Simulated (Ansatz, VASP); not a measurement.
# Two plane-wave programs on Pb

```
Pb
1.0
     0.00000    2.49774    2.49774
     2.49774    0.00000    2.49774
     2.49774    2.49774    0.00000
Pb
1
Direct
  0.00000 0.00000 0.00000
```

Alike in both runs: functional r2SCAN; k mesh 14 × 14 × 14; occupations gaussian, width 0.1 eV; no spin polarisation.

Ansatz relaxed the structure, and its values are those at the end. VASP's run is a single point on that final structure, the one shown.

|  | VASP | Ansatz |
| --- | --- | --- |
| version | VASP 6.6.1 | Ansatz 0.2.0 |
| potentials or method | VASP PAW PBE potentials, release 64 (Pb_d) | scalar-relativistic, plane waves, PAW |
| plane-wave cutoff (eV) | 520 | 500 |
| valence electrons in the cell | 14 | 14 |

|  | VASP | Ansatz | Ansatz less VASP |
| --- | --- | --- | --- |
| gap on the k mesh at the Fermi level (eV) | none | none | - |
| pressure (GPa) | 0.0 | 0.0 | +0.01 |

A gap of «none» marks a metal or a gap that the smearing closes.

Caveats: the PAW data sets were made with another functional, which shifts forces and pressure a little (VASP). Spin-orbit coupling is left out, which matters for the levels of Pb.
